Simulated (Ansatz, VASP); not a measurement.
# Two plane-wave programs on Ti

```xyz
1
Lattice="-1.7066 1.7066 1.7066 1.7066 -1.7066 1.7066 1.7066 1.7066 -1.7066" Properties=species:S:1:pos:R:3 pbc="T T T"
Ti    0.0000    0.0000    0.0000
```

Change from the starting cell: strain +0.040 along x and y, +0.040 along z, atoms carried along.

Alike in both runs: task single point; functional r2SCAN; k mesh 20 × 20 × 20; occupations gaussian, width 0.15 eV; no spin polarisation.

```csv
,VASP,Ansatz
version,VASP 6.6.1,Ansatz 0.2.0
potentials or method,"VASP PAW PBE potentials, release 64 (Ti_sv)","scalar-relativistic, plane waves, PAW"
plane-wave cutoff (eV),520,500
valence electrons in the cell,12,12
```

Ansatz gave:

- gap on the k mesh at the Fermi level (eV): none
- pressure (GPa): -12.5

What did VASP give for the same quantities?

gap on the k mesh at the Fermi level (eV): none; pressure (GPa): -12.2.

A gap of «none» marks a metal or a gap that the smearing closes. With one functional, cell and mesh, what is left measures potentials, basis and numerics.

Caveats: the PAW data sets were made with another functional, which shifts forces and pressure a little (VASP).
